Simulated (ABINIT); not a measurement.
Crystal: KTaO3.

```
Ta K O
1.0
     3.98830    0.00000    0.00000
     0.00000    3.98830    0.00000
     0.00000    0.00000    3.98830
Ta K O
1 1 3
Cartesian
  0.0000 0.0000 0.0000
  1.9942 1.9942 1.9942
  0.0000 0.0000 1.9942
  0.0000 1.9942 0.0000
  1.9942 0.0000 0.0000
```

Base run:

```yaml
Program: ABINIT 10.8.3 (patched build)
Functional: PBEsol
Potentials_or_basis: JTH PAW PBE v2.0
Cutoff: 626 eV
k_mesh: 6 × 6 × 6
Occupations: fermi-dirac, width 0.05 eV
Spin: no spin polarisation
```

Its results: band gap on the k mesh 2.09 eV, indirect (least direct gap 2.70 eV); pressure -0.1 GPa.

The run is repeated on the same cell with these changes: functional from PBEsol to PBE; k mesh from 6 × 6 × 6 to 9 × 9 × 9. What comes out?

Band gap on the k mesh 2.22 eV, indirect (least direct gap 2.80 eV); pressure 5.5 GPa.

Several settings changed at once, so the effect can't be laid on one alone.

Caveats: spin-orbit coupling is left out, which moves the levels of the heavy elements; the atomic spheres overlap; the PAW data sets were made with another functional, which shifts forces and pressure a little (some runs); an odd mesh through Γ misses points on the zone boundary, where band edges often lie (some runs).
